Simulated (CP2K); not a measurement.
Cd:

```
Cd
1.0
     3.09054    0.00000    0.00000
    -1.03018    2.91379    0.00000
    -1.03018   -1.45689    2.52341
Cd
1
Direct
  0.00000 0.00000 0.00000
```

This isn't the form of Cd at room conditions, which is hcp.

Base run:

| Item | Value |
| --- | --- |
| Program | CP2K 2026.2 |
| Functional | PBE |
| Potentials or basis | POTENTIAL_UZH Cd GTH-PBE-q12; TZVP-MOLOPT-PBE-GTH basis |
| Density cutoff | 9184 eV |
| k mesh | 10 × 10 × 10 |
| Occupations | fermi-dirac, width 0.05 eV |
| Spin | no spin polarisation |

Its results: band gap on the k mesh none (metal or under the smearing width); pressure 1.3 GPa.

Task: The run is repeated on the same cell with these changes: functional from PBE to PBEsol. What comes out?

Result: Band gap on the k mesh none (metal or under the smearing width); pressure -2.5 GPa.

PBEsol binds more tightly than PBE, so the same cell stands under less pressure.

Caveats: the basis of atomic orbitals isn't converged, which shifts pressures, moduli and gaps; the potentials were made for another functional, which shifts forces and pressure (some runs).
